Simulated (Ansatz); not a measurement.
The system is HgTe.

```
Hg Te
1.0
     0.00000    3.18000    3.18000
     3.18000    0.00000    3.18000
     3.18000    3.18000    0.00000
Hg Te
1 1
Cartesian
  0.0000 0.0000 0.0000
  3.1800 3.1800 3.1800
```

Measurements of this composition are mostly on another form, of space group No. 216.

Below is the output of Ansatz 0.2.0 for this cell. Logs are shortened: lines on timing, memory, paths and dates and some standing lists are left out, and cuts for length are marked.

```text
Warning: RAYON_NUM_THREADS=2 ignored (pool sized by the plan → 2); use --threads N
Engine: ansatz 0.2.0, x86_64-unknown-linux-gnu
Pseudopotentials: kind: paw
Pseudopotential: Hg, paw, valence charge 20, recommended cutoff 420 eV (normal), Hg.paw.azcp
Pseudopotential: Te, paw, valence charge 16, recommended cutoff 420 eV (normal), Te.paw.azcp
Functional definition: SPW92
  exchange = slater_x
  correlation = pw_c
Crystal: 2 atoms, lattice volume = 64.315 Å³
Basis set: ecut = 420 eV, 1243 PW (Γ), exchange–correlation on 64×64×64 points (8 copies of the dense FFT grid, shifted against one another)
Bands: 22, of which v1, the nominal top of the filled ones, is band 18 counted from 1 (17 counted from 0)
Symmetry: 48 space group operations
k-points: 18 of 125 (irreducible under 8 space group operations, time reversal used)
Non-local potential: Hg, projectors of the file, l = 0: 3, l = 1: 2, l = 2: 2, l = 3: 1
Non-local potential: Te, projectors of the file, l = 0: 2, l = 1: 2, l = 2: 2, l = 3: 2
PAW form: soft (Blöchl's): semilocal exchange-correlation on the pseudo side does not see the compensation charge
PAW frozen core: Hg, regenerated for the run's functional, and the local potential with it (the file was generated under x = pbe(κ = 0.804, μ = 0.2195149727645171), c = pbe(β = 0.06672455060314922))
PAW frozen core: Te, regenerated for the run's functional, and the local potential with it (the file was generated under x = pbe(κ = 0.804, μ = 0.2195149727645171), c = pbe(β = 0.06672455060314922))
PAW one-centre angular grid: Hg, 590 points (default); XC on 64 Gauss nodes
PAW one-centre angular grid: Te, 590 points (default); XC on 64 Gauss nodes
Initial density: superposition of atomic densities (neutral atoms: chi_scale 0, normalization atom), corrected by the library's trained network
Initial wavefunctions: pseudopotential atomic-orbital guess
Functional: x = slater, c = lda
SCF iter   1: F=—  HF=-20349.438889 eV  |F-HF|=—  |Δ(HF+E_count)|=         —  Δρ=4.66e-3  dr2=7.51e-3  ethr=1.77e-3  ⟨swp⟩=6.1  Hψ=1854  notcnv=0
preconditioner: auto → LDOS  [insulator: Δε(μ)=0.410 eV  Ē_g=9.780 eV  σ=0.050 eV  W_gap=0.52  n_scr=14 (ndim 8)  ℏωp=19.6 eV  f_vac=0.047  D(μ)=1.66/eV (n_scr^D=14)  ε∞_Penn≈5.0  β→1.0]
SCF iter   2: F=—  HF=-20349.437024 eV  |F-HF|=—  |Δ(HF+E_count)|=   1.86e-3  Δρ=1.85e-3  dr2=1.85e-3  ethr=2.09e-5  ⟨swp⟩=2.1  Hψ=918  notcnv=0
SCF iter   3: F=—  HF=-20349.435940 eV  |F-HF|=—  |Δ(HF+E_count)|=   1.08e-3  Δρ=2.96e-4  dr2=3.55e-5  ethr=5.15e-6  ⟨swp⟩=2.0  Hψ=705  notcnv=0
SCF iter   4: F=—  HF=-20349.435926 eV  |F-HF|=—  |Δ(HF+E_count)|=   1.36e-5  Δρ=3.00e-5  dr2=2.42e-7  ethr=9.85e-8  ⟨swp⟩=2.0  Hψ=653  notcnv=0
SCF iter   5: F=—  HF=-20349.435922 eV  |F-HF|=—  |Δ(HF+E_count)|=   4.09e-6  Δρ=7.43e-6  dr2=2.68e-8  ethr=6.71e-10  ⟨swp⟩=2.0  Hψ=708  notcnv=0
SCF iter   6: F=—  HF=-20349.435922 eV  |F-HF|=—  |Δ(HF+E_count)|=   9.20e-9  Δρ=1.29e-6  dr2=8.91e-10  ethr=7.43e-11  ⟨swp⟩=2.2  Hψ=704  notcnv=0
SCF iter   7: F=—  HF=-20349.435922 eV  |F-HF|=—  |Δ(HF+E_count)|=  1.09e-11  Δρ=2.06e-7  dr2=2.44e-11  ethr=2.48e-12  ⟨swp⟩=2.1  Hψ=559  notcnv=0
SCF iter   8: F=-20349.435922 eV  HF=-20349.435922 eV  |F-HF|=1.46e-11  |Δ(HF+E_count)|=  3.64e-12  Δρ=3.89e-8  dr2=5.31e-13  ethr=1.00e-12  ⟨swp⟩=6.1  Hψ=1766  notcnv=0
SCF 1 converged in 8 iterations: F = -20349.435922 eV  dr2 = 5.31e-13
  greatest PAW one-centre occupation: 1.000 electrons in one spin orbital (limit 2), on the Hg atom at site 0 (counted from 0), in its partial waves of l = 0
DFPT response loops at Γ: preconditioner auto → Kerker (q_TF=auto, 2.477 Å⁻¹) (partly filled bands, converged f_vac=0.044); β = 1.00, the filter's whole step (`scf.mixing.beta` (0.50) is not read by the response loops under this deck's `scf.mixing.preconditioner`; to damp them name `kerker` or `kerker_dos`, under which they read `scf.mixing.beta`, and type it under 1.00, their step now; both keys bind the ground state too); Broyden in place of MSR1
SCF converged after 8 iterations
Free energy (F): -20349.435922 eV
Harris-Foulkes:  -20349.435922 eV  (|F-HF|=1.46e-11)
Internal energy: -20349.423601 eV  (E = F + TS)
E sigma→0 (E₀):  -20349.429761 eV
Entropy (-TS):   -0.012322 eV (-6.161 meV/atom)
Fermi energy:    8.767398 eV
--- Per-component energies (eV) ---
  E_band       = -753.400989
  E_kinetic    = 782.088062
  E_local      = -4299.953072  (includes V_loc(G=0)·N_el)
  E_nonlocal   = -224.048002
  E_hartree    = 2091.276902
  E_xc         = -340.541392
  E_vxc        = -363.896293  (∫ρ·V_xc dr)
  E_paw        = -14165.153561  (= ΣΔE_a)
  E_vpaw       = -830.146181  (= ΣTr[D̂ρ^β])
  E_aug_tail   = 0.000650  (compensation charges beyond the density's cutoff)
  E_ewald      = -4194.347942
  E_core_change = 1.254754  (= ΣΔE_core)
  E_smearing   = -0.012322  (= −TS)
  E_closure    = 0.000000  (closes the sum)
  Σ components = -20349.435922   (vs F -20349.435922, Δ=0.00e0)
--- Band table (eV; the first three rows and the last of 18) ---
  k-point 0: bands = ["-105.8210", "-54.1113", "-54.1113", "-54.1113", "-27.6541", "-27.6541", "-27.6540", "-27.6540", "-27.6540", "-2.6447", "2.4241", "2.4241", "2.4764", "2.4764", "2.4764", "7.1253", "8.1365", "8.1365", "8.1365", "16.0231", "16.0231", "16.0231"]
  k-point 1: bands = ["-105.8210", "-54.1114", "-54.1113", "-54.1113", "-27.6541", "-27.6541", "-27.6539", "-27.6538", "-27.6538", "-2.3914", "2.3399", "2.3399", "2.4434", "2.5138", "2.5138", "5.3056", "8.3560", "8.3560", "9.8330", "13.7223", "14.4336", "14.4336"]
  k-point 2: bands = ["-105.8210", "-54.1115", "-54.1113", "-54.1113", "-27.6541", "-27.6541", "-27.6538", "-27.6533", "-27.6533", "-1.8790", "2.2052", "2.2052", "2.2730", "2.5827", "2.5827", "3.8586", "8.7715", "8.7715", "11.0551", "12.0261", "12.9688", "12.9688"]
  k-point 17: bands = ["-105.8210", "-54.1114", "-54.1114", "-54.1114", "-27.6542", "-27.6538", "-27.6538", "-27.6534", "-27.6531", "-1.7954", "2.2896", "2.4439", "2.4719", "2.6257", "2.7461", "4.4927", "6.3804", "6.7437", "9.8432", "13.2730", "14.7587", "15.6515"]
--- Phonons (Γ-DFPT): 2 representative perturbations + reference, on 18 of 125 k-points (Σ response iterations 6) ---
  k mesh reduced under 8 symmetry operations, with k and −k counted as one. Each operation leaves every solved perturbation unchanged. A smaller set is not used because it would not reduce the number of displacements times k-points to solve
  ASR residual: 1.479e-5 → 0.000e0 eV/Å²; symmetrization residual: 8.447e-6 eV/Å²
  ASR residual per site (eV/Å²): 6.51e-6 1.48e-5
  Γ frequencies (cm⁻¹): 0.00 0.00 0.00 26.35 26.35 26.35
  non-analytic LO–TO correction: not included (Born effective charges unavailable; polar crystals: no LO–TO splitting at Γ)
```

Task: What input gives this log?

Result: Phonons with LDA, no spin polarisation. The files as run (others can give the same):

input.yaml
```yaml
crystal:
  lattice:
    - [0.0, 3.18, 3.18]
    - [3.18, 0.0, 3.18]
    - [3.18, 3.18, 0.0]
  atoms:
    - { symbol: Hg, position: [0.0, 0.0, 0.0] }
    - { symbol: Te, position: [0.5, 0.5, 0.5] }
hamiltonian:
  xc: lda
  pseudopotentials: { kind: paw }
kpoints:
  mp_grid: { grid: [5, 5, 5] }
scf:
  occupations: { method: fermi_dirac, width: 0.05 }
phonons:
  method: dfpt
```

Potentials or basis: Ansatz PAW.
Command:
```sh
$ ansatz run input.yaml --threads 2 --pin off --max-ram 5632MiB --backend cpu --events-out ev --progress --plain --runs-dir out
```

Caveat: the PAW data sets come from PBE, with cores solved anew for the run's functional, which leaves a small shift of forces and pressure.
